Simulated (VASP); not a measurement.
# PtSe2 (P-3m1) in VASP: notebook

The runs below take PtSe2 through relaxation of the atoms, with optB88-vdW, rev-vdW-DF2.

Program: VASP 6.6.1. These are calculated values, not measurements. Logs are shortened: lines on timing, memory, paths and dates and some standing lists are left out, and cuts for length are marked.

## (1) Starting point

Symmetry: P-3m1, No. 164, trigonal system. The conventional cell has a = 3.724 Å, b = 3.724 Å, c = 4.895 Å, α = 90.00°, β = 90.00°, γ = 120.00°. Pt (site symmetry -3m) is surrounded by 6 Se at 2.49 Å. Around Se (site symmetry 3m) lie 3 Pt at 2.49 Å.

## (2) Relaxation of the atoms, optB88-vdW

Contents of INCAR:

```
SYSTEM = PtSe2
PREC = Accurate ; ENCUT = 520
EDIFF = 1E-7 ; ISMEAR = 0
SIGMA = 0.05 ; LREAL = .FALSE.
LASPH = .TRUE. ; NELM = 100
ALGO = Normal ; ISIF = 2
LWAVE = .FALSE. ; LCHARG = .FALSE.
GGA = BO ; LUSE_VDW = .TRUE.
AGGAC = 0.0 ; PARAM1 = 0.1833333333
PARAM2 = 0.22 ; IBRION = 2
NSW = 60 ; EDIFFG = -0.02
KPAR = 2
```

Contents of KPOINTS:

```
Automatic mesh
0
G
  10 10 8
  0 0 0
```

Contents of POSCAR:

```
PtSe2
1.0
    3.7240000000      0.0000000000      0.0000000000
   -1.8620000000      3.2250786000      0.0000000000
    0.0000000000      0.0000000000      4.8949540000
Pt Se
1 2
Direct
    0.0000000000      0.0000000000      0.0000000000
    0.3333333300      0.6666666700      0.2585315400
    0.6666666700      0.3333333300      0.7414684600
```

Potentials or basis: VASP PAW PBE potentials, release 64 (Pt, Se).

On the command line:

```console
> cat potpaw_PBE.64/Pt/POTCAR potpaw_PBE.64/Se/POTCAR > POTCAR
> mpirun -np 2 vasp_std > vasp.out
```

OUTCAR:

```text
SYSTEM = PtSe2
   PREC = Accurate
   ENCUT = 520
   EDIFF = 1E-7
   ISMEAR = 0
   LREAL = .FALSE.
   LASPH = .TRUE.
   NELM = 100
   ISIF = 2
   GGA = BO
   IBRION = 2
   NSW = 60
   EDIFFG = -0.02

 ion  position               nearest neighbor table
   1  0.000  0.000  0.000-   2 2.49   3 2.49   2 2.49   3 2.49   3 2.49   2 2.49
   2  0.333  0.667  0.259-   1 2.49   1 2.49   1 2.49
   3  0.667  0.333  0.741-   1 2.49   1 2.49   1 2.49

  LATTYP: Found a hexagonal cell.
 ALAT       =     3.7240000000
 C/A-ratio  =     1.3144344791

  Lattice vectors:

 A1 = (   3.7240000000,   0.0000000000,   0.0000000000)
 A2 = (  -1.8620000000,   3.2250786000,   0.0000000000)
 A3 = (   0.0000000000,   0.0000000000,   4.8949540000)

Analysis of symmetry for initial positions (statically):
=====================================================================
 Subroutine PRICEL returns:
 Original cell was already a primitive cell.

 Routine SETGRP: Setting up the symmetry group for a
 hexagonal supercell.

 Subroutine GETGRP returns: Found 12 space group operations
 (whereof 12 operations were pure point group operations)
 out of a pool of 24 trial point group operations.

The static configuration has the point symmetry D_3d.

Analysis of symmetry for dynamics (positions and initial velocities):
=====================================================================
 Subroutine PRICEL returns:
 Original cell was already a primitive cell.

 Routine SETGRP: Setting up the symmetry group for a
 hexagonal supercell.

 Subroutine GETGRP returns: Found 12 space group operations
 (whereof 12 operations were pure point group operations)
 out of a pool of 24 trial point group operations.

The dynamic configuration has the point symmetry D_3d.

 Subroutine INISYM returns: Found 12 space group operations
 (whereof 12 operations are pure point group operations),
 and found     1 'primitive' translations

----------------------------------------------------------------------------------------

                                     Primitive cell

  volume of cell :      58.7893

  direct lattice vectors                    reciprocal lattice vectors
     3.724000000  0.000000000  0.000000000     0.268528464  0.155034981  0.000000000
    -1.862000000  3.225078600  0.000000000     0.000000000  0.310069962  0.000000000
     0.000000000  0.000000000  4.894954000     0.000000000  0.000000000  0.204292012

  length of vectors
     3.724000000  3.723999997  4.894954000     0.310069962  0.310069962  0.204292012

  position of ions in fractional coordinates (direct lattice)
     0.000000000  0.000000000  0.000000000
     0.333333330  0.666666670  0.258531540
     0.666666670  0.333333330  0.741468460

  ion indices of the primitive-cell ions
   primitive index   ion index
                 1           1
                 2           2
                 3           3

----------------------------------------------------------------------------------------

 KPOINTS: Automatic mesh

Automatic generation of k-mesh.
 Grid dimensions read from file:
 generate k-points for:   10   10    8

 Generating k-lattice:

  Cartesian coordinates                     Fractional coordinates (reciprocal lattice)
     0.026852846  0.015503498  0.000000000     0.100000000  0.000000000  0.000000000
     0.000000000  0.031006996  0.000000000     0.000000000  0.100000000  0.000000000
     0.000000000  0.000000000  0.025536501     0.000000000  0.000000000  0.125000000

  Length of vectors
     0.031006996  0.031006996  0.025536501

  Shift w.r.t. Gamma in fractional coordinates (k-lattice)
     0.000000000  0.000000000  0.000000000

 Subroutine IBZKPT returns following result:
 ===========================================

 Found     94 irreducible k-points:

 Following reciprocal coordinates:
            Coordinates               Weight
  0.000000  0.000000  0.000000      1.000000
  0.100000  0.000000  0.000000      6.000000
  0.200000  0.000000  0.000000      6.000000
  0.300000 -0.000000  0.000000      6.000000
  0.400000 -0.000000  0.000000      6.000000
  0.500000  0.000000  0.000000      3.000000
[... 16 lines left out ...]
  0.000000  0.400000  0.125000      6.000000
  0.500000  0.000000  0.125000      6.000000
 [... further k-points ...]
   k-points           NKPTS =     94   k-points in BZ     NKDIM =     94   number of bands    NBANDS=     15
   number of dos      NEDOS =    301   number of ions     NIONS =      3
   total plane-waves  NPLWV =  28224
   dimension x,y,z NGX =    28 NGY =   28 NGZ =   36
   dimension x,y,z NGXF=    56 NGYF=   56 NGZF=   72
   ions per type =               1   2
   NGX,Y,Z   is equivalent  to a cutoff of  12.50, 12.50, 12.23 a.u.
   NGXF,Y,Z  is equivalent  to a cutoff of  25.00, 25.00, 24.45 a.u.
 SYSTEM =  PtSe2
   PREC   = accura    normal or accurate (medium, high low for compatibility)
   ISTART =      0    job   : 0-new  1-cont  2-samecut
   ICHARG =      2    charge: 1-file 2-atom 10-const
   ISPIN  =      1    spin polarized calculation?
   LNONCOLLINEAR =      F non collinear calculations
   LSORBIT =      F    spin-orbit coupling
   LASPH  =      T    aspherical Exc in radial PAW
   ENCUT  =  520.0 eV  38.22 Ry    6.18 a.u.   6.92  6.92  9.10*2*pi/ulx,y,z
   NELM   =    100;   NELMIN=  2; NELMDL= -5     # of ELM steps
   EDIFF  = 0.1E-06   stopping-criterion for ELM
   LREAL  =      F    real-space projection
   EDIFFG = -.2E-01   stopping-criterion for IOM
   NSW    =     60    number of steps for IOM
   IBRION =      2    ionic relax: 0-MD 1-quasi-New 2-CG
   NFREE  =      1    steps in history (QN), initial steepest desc. (CG)
   ISIF   =      2    stress and relaxation
   ISYM   =      2    0-nonsym 1-usesym 2-fastsym
   POTIM  = 0.5000    time-step for ionic-motion
   TEBEG  =    0.0;   TEEND  =   0.0 temperature during run
   PSTRESS=    0.0 pullay stress
   NELECT =      22.0000    total number of electrons
   NUPDOWN=      -1.0000    fix difference up-down
   EMIN   =  10.00;   EMAX   =-10.00  energy-range for DOS
   EFERMI =   0.00;   METHOD = LEGACY
   ISMEAR =     0;   SIGMA  =   0.05  broadening in eV -4-tet -1-fermi 0-gaus
   EFERMI_NEDOS =   21; number of points for ismear=-14 and -15
   IALGO  =     38    algorithm
   IMIX   =      4    mixing-type and parameters
     AMIX     =   0.40;   BMIX     =  1.00
     AMIX_MAG =   1.60;   BMIX_MAG =  1.00
  volume/ion in A,a.u.               =      19.60       132.24
  Fermi-wavevector in a.u.,A,eV,Ry     =   1.179731  2.229368 18.936104  1.391764
  Thomas-Fermi vector in A             =   2.316036
   LORBIT       =      0    0 simple, 1 ext, 2 COOP (PROOUT), +10 PAW based schemes
   GGA     = BO    functional components
   LHFCALC =     F    Hartree Fock is set to
   AEXX    =    0.0000 exact exchange contribution
   IVDW_NL    =     1    kernel type
   BPARAM     = 6.3000
   IVDW    =     0    specifies the selected vdW correction
   LEPSILON=     F    determine dielectric tensor
   LRPA    =     F    only Hartree local field effects (RPA)
 conjugate gradient relaxation of ions
 non-spin polarized calculation
 Gauss-broadening in eV      SIGMA  =   0.05
  energy-cutoff  :      520.00
  volume of cell :       58.79
 maximum number of plane-waves:      1604
   NGX = 13   NGY = 13   NGZ = 19

--------------------------------------- Ionic step        1  -------------------------------------------

 number of electron      21.9999997 magnetization

 Free energy of the ion-electron system (eV)
  ---------------------------------------------------
  ext. energy  EPLUGINS =         0.00000000
  ---------------------------------------------------
  free energy    TOTEN  =        -8.24251128 eV

  energy without entropy =       -8.24106192  energy(sigma->0) =       -8.24178660

------------------------ aborting loop because EDIFF is reached ----------------------------------------

  FORCE on cell =-STRESS in cart. coord.  units (eV):
  Direction    XX          YY          ZZ          XY          YZ          ZX
  --------------------------------------------------------------------------------------
  -------------------------------------------------------------------------------------
  Total        3.8900519      3.8900519      3.0501372     -0.0000000     -0.0000000      0.0000000
  in kB      106.0150166    106.0150164     83.1249433     -0.0000000     -0.0000000      0.0000000
  external PRESSURE =      98.3849921 kB  Pullay stress =       0.0000000 kB
[... 63 lines left out ...]
Total vdW correction in eV:      3.1100509

--------------------------------------- Ionic step        3  -------------------------------------------

 number of electron      21.9999996 magnetization

 Free energy of the ion-electron system (eV)
  ---------------------------------------------------
  ext. energy  EPLUGINS =         0.00000000
  ---------------------------------------------------
  free energy    TOTEN  =        -8.28843980 eV

  energy without entropy =       -8.28702133  energy(sigma->0) =       -8.28773057

 E-fermi :   6.7045     XC(G=0): -10.8708

 val. band max:        6.6988821896   @ k =   0.0000   0.1000   0.2500
 cond. band min:       6.7083983294   @ k =  -0.2000   0.5000   0.1250
 fundamental gap:      0.0095161398
 Fermi energy:         6.7045055832

 k-point     1 :       0.0000    0.0000    0.0000
  band No.  band energies     occupation
      1      -8.9750      2.00000
      2      -5.9769      2.00000
      3      -0.4842      2.00000
      4       0.6382      2.00000
      5       0.6382      2.00000
      6       2.9454      2.00000
      7       2.9454      2.00000
      8       4.1186      2.00000
      9       5.8244      2.00000
     10       5.8244      2.00000
     11       7.4702      0.00000
     12       7.7471      0.00000
     13       7.7471      0.00000
     14      10.3280      0.00000
     15      10.9090      0.00000
[... 397 lines left out ...]
 k-point    24 :       0.5000    0.0000    0.1250
  band No.  band energies     occupation
      1      -7.2019      2.00000
      2      -6.8716      2.00000
      3      -0.4438      2.00000
      4       1.1920      2.00000
      5       1.2860      2.00000
      6       2.8016      2.00000
      7       2.9490      2.00000
      8       3.3070      2.00000
      9       3.4930      2.00000
     10       3.5927      2.00000
     11       4.0086      2.00000
     12       7.4968      0.00000
     13       8.8770      0.00000
     14      11.5161      0.00000
     15      12.3269      0.00000

 [... further k-points ...]

------------------------ aborting loop because EDIFF is reached ----------------------------------------

  FORCE on cell =-STRESS in cart. coord.  units (eV):
  Direction    XX          YY          ZZ          XY          YZ          ZX
  --------------------------------------------------------------------------------------
  -------------------------------------------------------------------------------------
  Total        2.6024394      2.6024394      1.6490677      0.0000000      0.0000000      0.0000000
  in kB       70.9239026     70.9239024     44.9418013      0.0000000      0.0000000      0.0000000
  external PRESSURE =      62.2632021 kB  Pullay stress =       0.0000000 kB
[... 18 lines left out ...]
  FREE ENERGIE OF THE ION-ELECTRON SYSTEM (eV)
  ---------------------------------------------------
  free  energy   TOTEN  =        -8.2884398040 eV

  energy  without entropy=       -8.2870213306  energy(sigma->0) =       -8.28773057

Total vdW correction in eV:      3.1098032

 reached required accuracy - stopping structural energy minimisation
```

Wall time 3.6 min (2 MPI ranks of Intel Xeon Platinum 8375C at 2.90GHz (Ice Lake), shared host); peak memory 0.41 GiB.

Results:

| Quantity | Value |
| --- | --- |
| Free energy | -8.2884 eV |
| Energy gained by relaxing | 15.3 meV/atom |
| Ionic steps | 3 |
| Pressure after relaxing | 6.2 GPa |
| Largest force after relaxing | 0.007 eV/Å |
| Band gap on the k mesh | none (metal or under the smearing width) |

Forces on the atoms (eV/Å):
```
Pt   0.000  0.000  0.000
Se   0.000  0.000 -0.007
Se   0.000  0.000  0.007
```

Stress tensor (GPa, compression positive):
```
7.09 0.00 0.00
0.00 7.09 0.00
0.00 0.00 4.49
```

Step by step:
| step | energy change (eV) | largest force (eV/Å) | pressure (GPa) |
| --- | --- | --- | --- |
| 1 | 0.0000 | 0.7904 | 9.84 |
| 2 | -0.0402 | 0.2724 | 7.46 |
| 3 | -0.0459 | 0.0069 | 6.23 |

Final structure:
```yaml
crystal:
  lattice:
    - [3.72400, 0.00000, 0.00000]
    - [-1.86200, 3.22508, 0.00000]
    - [0.00000, 0.00000, 4.89495]
  atoms:
    - { symbol: Pt, position: [0.00000, 0.00000, 0.00000] }
    - { symbol: Se, position: [0.33333, 0.66667, 0.27076] }
    - { symbol: Se, position: [0.66667, 0.33333, 0.72924] }
```

Levels at points of the mesh, in eV from the Fermi level:
```tsv
k point	band 7	band 8	band 9	band 10	band 11	band 12	band 13	band 14	band 15
(0.00, 0.00, 0.00)	-3.76	-2.59	-0.88	-0.88	0.77	1.04	1.04	3.62	4.20
(0.50, 0.00, 0.00)	-3.69	-3.54	-3.22	-3.21	-2.86	0.49	2.48	5.23	6.14
(0.00, 0.00, 0.50)	-3.81	-3.01	-1.72	-1.63	-1.63	2.33	2.33	5.11	6.68
(0.50, 0.00, 0.50)	-3.42	-3.24	-2.98	-2.35	-1.12	0.55	1.56	4.83	4.93
```

Caveat: the PAW data sets were made with another functional, which shifts forces and pressure a little.

(Part 1 of 2 ends here.)
